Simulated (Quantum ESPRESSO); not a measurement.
# CdS (Greenockite) (P6_3mc) in Quantum ESPRESSO: notebook

One crystal, CdS (Greenockite), is run at these levels: AM05, RPBE; tasks: phonons.

Program: Quantum ESPRESSO 7.5. These are calculated values, not measurements. Logs are shortened: lines on timing, memory, paths and dates and some standing lists are left out, and cuts for length are marked.

### Step 1. Starting point

Symmetry: P6_3mc, No. 186, hexagonal system. Conventional cell: a = 4.150 Å, b = 4.150 Å, c = 6.737 Å, α = 90.00°, β = 90.00°, γ = 120.00°. Cd (site symmetry 3m) is surrounded by 4 S at 2.53 to 2.54 Å. S (site symmetry 3m) is surrounded by 4 Cd at 2.53 to 2.54 Å.

### Step 2. Phonons, AM05

pw.in reads:

```
&CONTROL
  calculation = 'scf'
  prefix = 'pwscf'
  outdir = './tmp'
  pseudo_dir = './pseudo'
  tprnfor = .true.
  tstress = .true.
  disk_io = 'low'
/
&SYSTEM
  ibrav = 0
  celldm(1) = 8
  nat = 4
  ntyp = 2
  ecutwfc = 45
  ecutrho = 360
  nbnd = 26
  input_dft = 'XC-000I-000I-120L-135L-000I-000I'
  occupations = 'smearing'
  smearing = 'fd'
  degauss = 0.00367493
/
&ELECTRONS
  conv_thr = 8d-10
  electron_maxstep = 120
  mixing_beta = 0.5
/
ATOMIC_SPECIES
Cd   112.4140 cd_pbe_v1.uspp.F.UPF
S     32.0600 s_pbe_v1.4.uspp.F.UPF
CELL_PARAMETERS alat
  0.9802954271496   0.0000000000000   0.0000000000000
 -0.4901477135748   0.8489607431240   0.0000000000000
  0.0000000000000   0.0000000000000   1.5913856127005
ATOMIC_POSITIONS crystal
Cd     0.6666666667    0.3333333333    0.5000000000
Cd     0.3333333333    0.6666666667    0.0000000000
S      0.6666666667    0.3333333333    0.8750000000
S      0.3333333333    0.6666666667    0.3750000000
K_POINTS automatic
4 4 2 0 0 1
```

relax.in reads:

```
&CONTROL
  calculation = 'vc-relax'
  prefix = 'pwscf'
  outdir = './tmp'
  pseudo_dir = './pseudo'
  tprnfor = .true.
  tstress = .true.
  disk_io = 'low'
  nstep = 40
  forc_conv_thr = 0.0001
  etot_conv_thr = 1d-06
/
&SYSTEM
  ibrav = 0
  celldm(1) = 8
  nat = 4
  ntyp = 2
  ecutwfc = 45
  ecutrho = 360
  nbnd = 26
  input_dft = 'XC-000I-000I-120L-135L-000I-000I'
  occupations = 'smearing'
  smearing = 'fd'
  degauss = 0.00367493
/
&ELECTRONS
  conv_thr = 8d-10
  electron_maxstep = 120
  mixing_beta = 0.5
/
&IONS
  ion_dynamics = 'bfgs'
/
&CELL
  cell_dynamics = 'bfgs'
  press = 0
  press_conv_thr = 0.2
/
ATOMIC_SPECIES
Cd   112.4140 cd_pbe_v1.uspp.F.UPF
S     32.0600 s_pbe_v1.4.uspp.F.UPF
CELL_PARAMETERS alat
  0.9802954271489  -0.0000000000000   0.0000000000000
 -0.4901477135744   0.8489607431246   0.0000000000000
  0.0000000000000   0.0000000000000   1.5913856127005
ATOMIC_POSITIONS crystal
Cd     0.6666666666    0.3333333332    0.5000000000
Cd     0.3333333332    0.6666666666    0.0000000000
S      0.6666666666    0.3333333332    0.8750000000
S      0.3333333332    0.6666666666    0.3750000000
K_POINTS automatic
4 4 2 0 0 1
```

gamma.in reads:

```
&CONTROL
  calculation = 'bands'
  prefix = 'pwscf'
  outdir = './tmp'
  pseudo_dir = './pseudo'
  disk_io = 'low'
  verbosity = 'high'
/
&SYSTEM
  ibrav = 0
  celldm(1) = 8
  nat = 4
  ntyp = 2
  ecutwfc = 45
  ecutrho = 360
  nbnd = 26
  input_dft = 'XC-000I-000I-120L-135L-000I-000I'
  occupations = 'smearing'
  smearing = 'fd'
  degauss = 0.00367493
/
&ELECTRONS
  conv_thr = 1d-08
  electron_maxstep = 120
  mixing_beta = 0.5
  diago_full_acc = .true.
  startingwfc = 'random'
/
ATOMIC_SPECIES
Cd   112.4140 cd_pbe_v1.uspp.F.UPF
S     32.0600 s_pbe_v1.4.uspp.F.UPF
CELL_PARAMETERS alat
  0.9806800530822  -0.0000000000000   0.0000000000000
 -0.4903400265411   0.8492938389538   0.0000000000000
  0.0000000000000   0.0000000000000   1.5920936901503
ATOMIC_POSITIONS crystal
Cd     0.6666666665    0.3333333331    0.4991361822
Cd     0.3333333331    0.6666666665   -0.0008638178
S      0.6666666665    0.3333333331    0.8758638178
S      0.3333333331    0.6666666665    0.3758638178
K_POINTS crystal
1
0.0 0.0 0.0 1
```

scf2.in reads:

```
&CONTROL
  calculation = 'scf'
  prefix = 'pwscf'
  outdir = './tmp'
  pseudo_dir = './pseudo'
  tprnfor = .true.
  tstress = .true.
  disk_io = 'low'
/
&SYSTEM
  ibrav = 0
  celldm(1) = 8
  nat = 4
  ntyp = 2
  ecutwfc = 45
  ecutrho = 360
  nbnd = 26
  input_dft = 'XC-000I-000I-120L-135L-000I-000I'
  occupations = 'fixed'
/
&ELECTRONS
  conv_thr = 1d-13
  electron_maxstep = 120
  mixing_beta = 0.5
  startingpot = 'file'
/
ATOMIC_SPECIES
Cd   112.4140 cd_pbe_v1.uspp.F.UPF
S     32.0600 s_pbe_v1.4.uspp.F.UPF
CELL_PARAMETERS alat
  0.9806800530822  -0.0000000000000   0.0000000000000
 -0.4903400265411   0.8492938389538   0.0000000000000
  0.0000000000000   0.0000000000000   1.5920936901503
ATOMIC_POSITIONS crystal
Cd     0.6666666665    0.3333333331    0.4991361822
Cd     0.3333333331    0.6666666665   -0.0008638178
S      0.6666666665    0.3333333331    0.8758638178
S      0.3333333331    0.6666666665    0.3758638178
K_POINTS automatic
4 4 2 0 0 1
```

ph.in reads:

```
phonons of CdS
&INPUTPH
  prefix = 'pwscf'
  outdir = './tmp'
  tr2_ph = 1d-18
  fildyn = 'dyn'
  niter_ph = 90
  alpha_mix(1) = 0.7
  epsil = True
/
0.0000000000 0.0000000000 0.0000000000
```

dynmat.in reads:

```
&INPUT
  fildyn = 'dyn'
  asr = 'crystal'
  lperm = .true.
  filout = 'dynmat.disp'
  fileig = 'dynmat.eig'
/
```

dynmat_lo.in reads:

```
&INPUT
  fildyn = 'dyn'
  asr = 'crystal'
  filout = 'dynmat_lo.disp'
  fileig = 'dynmat_lo.eig'
  q(1) = 0
  q(2) = 0
  q(3) = 1
/
```

Potentials or basis: GBRV 1.5 PBE.

Launch:

```bash
$ OMP_NUM_THREADS=1 mpirun -n 4 pw.x -nk 2 -in pw.in > pw.out
$ OMP_NUM_THREADS=1 mpirun -n 4 pw.x -nk 2 -in relax.in > relax.out
$ OMP_NUM_THREADS=1 mpirun -n 4 pw.x -in gamma.in > gamma.out
$ OMP_NUM_THREADS=1 mpirun -n 4 pw.x -nk 2 -in scf2.in > scf2.out
$ OMP_NUM_THREADS=1 mpirun -n 4 ph.x -nk 2 -in ph.in > ph.out
$ OMP_NUM_THREADS=1 mpirun -n 1 dynmat.x -in dynmat.in > dynmat.out
$ OMP_NUM_THREADS=1 mpirun -n 1 dynmat.x -in dynmat_lo.in > dynmat_lo.out
```

pw.out:

```text
This program is part of the open-source Quantum ESPRESSO suite
     for quantum simulation of materials; please cite
         "P. Giannozzi et al., J. Phys.:Condens. Matter 21 395502 (2009);
         "P. Giannozzi et al., J. Phys.:Condens. Matter 29 465901 (2017);
         "P. Giannozzi et al., J. Chem. Phys. 152 154105 (2020);
     in publications or presentations arising from this work. More details at

     IMPORTANT: XC functional enforced from input :
     Exchange-correlation= XC-000I-000I-120L-135L-000I-000I
                           (   0   0 120 135   0   0   0)
     Any further DFT definition will be discarded
     Please, verify this is what you really want

     Message from routine setup:
     using ibrav=0 with symmetry is DISCOURAGED, use correct ibrav instead

     K-points division:     npool     =       2
     Subspace diagonalization in iterative solution of the eigenvalue problem:
     a serial algorithm will be used

     --------------------
     sticks:   dense  smooth     PW     G-vecs:    dense   smooth      PW
     Min         759     378    105                39105    13779    2121
     Max         760     379    106                39110    13780    2126
     Sum        1519     757    211                78215    27559    4247

     Using Slab Decomposition

     bravais-lattice index     =            0
     lattice parameter (alat)  =       8.0000  a.u.
     unit-cell volume          =     678.0941 (a.u.)^3
     number of atoms/cell      =            4
     number of atomic types    =            2
     number of electrons       =        36.00
     number of Kohn-Sham states=           26
     kinetic-energy cutoff     =      45.0000  Ry
     charge density cutoff     =     360.0000  Ry
     scf convergence threshold =      8.0E-10
     mixing beta               =       0.5000
     number of iterations used =            8  plain     mixing
     Exchange-correlation= XC-000I-000I-120L-135L-000I-000I
                           (   0   0 120 135   0   0   0)

     celldm(1)=   8.000000  celldm(2)=   0.000000  celldm(3)=   0.000000
     celldm(4)=   0.000000  celldm(5)=   0.000000  celldm(6)=   0.000000

     crystal axes: (cart. coord. in units of alat)
               a(1) = (   0.980295   0.000000   0.000000 )
               a(2) = (  -0.490148   0.848961   0.000000 )
               a(3) = (   0.000000   0.000000   1.591386 )

     reciprocal axes: (cart. coord. in units 2 pi/alat)
               b(1) = (  1.020101  0.588955 -0.000000 )
               b(2) = (  0.000000  1.177911  0.000000 )
               b(3) = (  0.000000 -0.000000  0.628383 )

     PseudoPot. # 1 for Cd read from file:
     cd_pbe_v1.uspp.F.UPF
     Pseudo is Ultrasoft + core correction, Zval = 12.0
     Generated by new atomic code, or converted to UPF format
     Using radial grid of  889 points,  6 beta functions with:
                l(1) =   0
                l(2) =   0
                l(3) =   1
                l(4) =   1
                l(5) =   2
                l(6) =   2
     Q(r) pseudized with  6 coefficients,  rinner =    1.000   1.000   1.000
                                                       1.000   1.000

     PseudoPot. # 2 for S  read from file:
     s_pbe_v1.4.uspp.F.UPF
     Pseudo is Ultrasoft + core correction, Zval =  6.0
     Generated by new atomic code, or converted to UPF format
[... 23 lines left out ...]

     number of k points=     4  Fermi-Dirac smearing, width (Ry)=  0.0037
                       cart. coord. in units 2pi/alat
        k(    1) = (   0.0000000   0.0000000   0.1570958), wk =   0.1250000
        k(    2) = (   0.0000000   0.2944777   0.1570958), wk =   0.7500000
        k(    3) = (   0.0000000  -0.5889554   0.1570958), wk =   0.3750000
        k(    4) = (   0.2550252   0.4417165   0.1570958), wk =   0.7500000

     Dense  grid:    78215 G-vectors     FFT dimensions: (  48,  48,  80)

     Smooth grid:    27559 G-vectors     FFT dimensions: (  36,  36,  60)

     WARNING: libxc functional with ID  120 depends
      on external parameters: check the user_guide of
      QE if you need to modify them or to check their
      default values.

     WARNING: libxc functional with ID  135 depends
      on external parameters: check the user_guide of
      QE if you need to modify them or to check their
      default values.

     Initial potential from superposition of free atoms

     starting charge      34.9998, renormalised to      36.0000

     negative rho (up, down):  4.608E-02 0.000E+00
     Starting wfcs are   26 randomized atomic wfcs

     Self-consistent Calculation

     iteration #  1     ecut=    45.00 Ry     beta= 0.50
     Davidson diagonalization with overlap
     ethr =  1.00E-02,  avg # of iterations =  4.5

     Threshold (ethr) on eigenvalues was too large:
     Diagonalizing with lowered threshold

     Davidson diagonalization with overlap
     ethr =  6.80E-04,  avg # of iterations =  1.8

     negative rho (up, down):  4.451E-02 0.000E+00
[... 76 lines left out ...]
     iteration # 10     ecut=    45.00 Ry     beta= 0.50
     Davidson diagonalization with overlap
     ethr =  8.31E-12,  avg # of iterations =  2.0

     negative rho (up, down):  4.561E-02 0.000E+00

     End of self-consistent calculation

          k = 0.0000 0.0000 0.1571 (  3495 PWs)   bands (ev):

    -6.8195  -6.5091  -2.1898  -2.1898  -2.1779  -2.1285  -2.1285  -1.7777
    -1.7777  -1.7129  -1.7129  -1.6388   1.6711   4.3997   4.7950   4.7950
     5.3471   5.3471   7.4711   8.2217  11.6680  11.8948  11.8948  12.5143
    12.6502  12.6502

          k = 0.0000 0.2945 0.1571 (  3464 PWs)   bands (ev):

    -6.6412  -6.4136  -2.1436  -2.1157  -2.0639  -2.0254  -1.9861  -1.8289
    -1.7662  -1.7608  -1.7005  -1.4287   1.7690   3.0339   3.4300   4.2207
     4.8093   4.9288   8.5429   9.4527  10.9445  11.2333  12.4988  12.5814
    13.1496  13.7696

          k = 0.0000-0.5890 0.1571 (  3444 PWs)   bands (ev):

    -6.4386  -6.3409  -2.1178  -2.0650  -1.9897  -1.9277  -1.8854  -1.7977
    -1.7159  -1.6789  -1.3925  -1.2941   1.2141   1.6681   3.2984   3.7255
     4.3369   4.5314   8.7056   9.3039  10.9900  11.0335  12.7534  13.1057
    13.6812  15.0888

          k = 0.2550 0.4417 0.1571 (  3455 PWs)   bands (ev):

    -6.4405  -6.3417  -2.0994  -2.0610  -1.9838  -1.9412  -1.8304  -1.8250
    -1.7416  -1.7408  -1.4634  -1.2049   1.4709   1.9286   3.0164   3.4839
     3.9554   4.4149   9.5563  10.1693  10.9192  11.4566  12.0933  12.4832
    13.5968  14.4900

     the Fermi energy is     6.4165 ev

!    total energy              =    -276.49961230 Ry
     estimated scf accuracy    <          6.8E-10 Ry
     smearing contrib. (-TS)   =      -0.00000000 Ry
     internal energy E=F+TS    =    -276.49961230 Ry

     The total energy is F=E-TS. E is the sum of the following terms:
     one-electron contribution =     -78.06185755 Ry
     hartree contribution      =      65.62580872 Ry
     xc contribution           =     -94.30017786 Ry
     ewald contribution        =    -169.76338561 Ry

     convergence has been achieved in  10 iterations

     negative rho (up, down):  4.561E-02 0.000E+00

     Forces acting on atoms (cartesian axes, Ry/au):

     atom    1 type  1   force =    -0.00000000    0.00000000   -0.00210170
     atom    2 type  1   force =     0.00000000    0.00000000   -0.00210170
     atom    3 type  2   force =     0.00000000    0.00000000    0.00210170
     atom    4 type  2   force =    -0.00000000   -0.00000000    0.00210170

     Total force =     0.004203     Total SCF correction =     0.000033

     Computing stress (Cartesian axis) and pressure

     negative rho (up, down):  4.561E-02 0.000E+00
          total   stress  (Ry/bohr**3)                   (kbar)     P=        0.80
  -0.00000315   0.00000000   0.00000000           -0.46        0.00        0.00
   0.00000000  -0.00000315   0.00000000            0.00       -0.46        0.00
   0.00000000   0.00000000   0.00002257            0.00        0.00        3.32

=------------------------------------------------------------------------------=
   JOB DONE.
=------------------------------------------------------------------------------=
```

Run time: 4.6 min. Hardware: 4 MPI ranks of Arm Neoverse V1, shared host; peak memory 0.52 GiB.

What came out:

- Free energy: -3761.9695 eV
- Relaxed volume: 25.15 Å³/atom
- Relaxed cell: a = 4.152 Å, b = 4.152 Å, c = 6.740 Å, α = 90.00°, β = 90.00°, γ = 120.00°
- Space group after relaxing (to 0.05 Å): P6_3mc (No. 186)
- Pressure after relaxing: 0.0 GPa
- Electronic dielectric tensor (diagonal): 7.07, 7.07, 5.69
- Born charges (mean of the diagonal): Cd +2.19; S -2.37 e
- Highest phonon frequency at Γ, LO-TO splitting left out: 291 cm⁻¹
- Static dielectric tensor (diagonal): 11.18, 11.18, 9.43

Step by step:
| step | energy change (eV) | largest force (eV/Å) | pressure (GPa) | volume (Å³) |
| --- | --- | --- | --- | --- |
| 1 | 0.0000 | 0.0540 | 0.08 | 100.48 |
| 2 | -0.0003 | 0.0386 | 0.04 | 100.52 |
| 3 | -0.0006 | 0.0132 | 0.01 | 100.58 |
| 4 | -0.0006 | 0.0043 | 0.00 | 100.60 |
| 5 | -0.0006 | 0.0026 | 0.00 | 100.60 |
| 6 | -0.0006 | 0.0010 | 0.00 | 100.61 |
| 7 | -0.0006 | 0.0001 | -0.01 | 100.61 |
| 8 | -0.0006 | 0.0006 | -0.01 | 100.61 |
| 9 | -0.0006 | 0.0009 | 0.00 | 100.61 |

Final structure:
```
Cd S
1.0
     4.15163    0.00000    0.00000
    -2.07581    3.59542    0.00000
     0.00000    0.00000    6.74000
Cd S
2 2
Direct
  0.66667 0.33333 0.49914
  0.33333 0.66667 0.99914
  0.66667 0.33333 0.87586
  0.33333 0.66667 0.37586
```

Phonon frequencies in cm⁻¹ (negative: imaginary):
```csv
q point,frequencies
"(0.000, 0.000, 0.000)",0 3 3 44 44 131 223 228 228 241 241 291
```

Electronic dielectric tensor:
```
7.07 0.00 0.00
0.00 7.07 0.00
0.00 0.00 5.69
```

Born effective charge tensors (e):
atom 1, Cd
```
2.20 0.00 0.00
0.00 2.20 0.00
0.00 0.00 2.18
```
atom 2, Cd
```
2.20 0.00 0.00
0.00 2.20 0.00
0.00 0.00 2.18
```
atom 3, S
```
-2.47  0.00  0.00
 0.00 -2.47  0.00
 0.00  0.00 -2.17
```
atom 4, S
```
-2.47  0.00  0.00
 0.00 -2.47  0.00
 0.00  0.00 -2.17
```

Optical modes at Γ, degenerate ones joined, polar ones without the macroscopic field:
```
cm⁻¹  components  symmetry     active in  IR intensity, summed ((D/Å)²/amu)
  44           2        E2         Raman                               0.00
 131           1        B1        silent                               0.00
 223           1        A1  IR and Raman                               8.76
 228           2        E1  IR and Raman                              20.20
 241           2        E2         Raman                               0.00
 291           1        B1        silent                               0.00
```

Zone-centre frequencies without and with the macroscopic field along z (cm⁻¹):
```tsv
	optical modes in rising order
without	44 44 131 223 228 228 241 241 291
with the field	44 44 131 228 228 241 241 287 291
```

Static dielectric tensor, electrons and zone-centre modes:
```
11.18  0.00  0.00
 0.00 11.18  0.00
 0.00  0.00  9.43
```

Caveat: the k mesh is coarse (spacing up to 0.47 Å⁻¹), so the values aren't converged; the mesh is thin for the dielectric tensor, Born charges and intensities, which usually come out too large; the potentials were made for another functional, which shifts forces and pressure; the Born charges break their sum rule by 0.35 e, a sign of too thin a mesh.

(Part 1 of 2 ends here.)
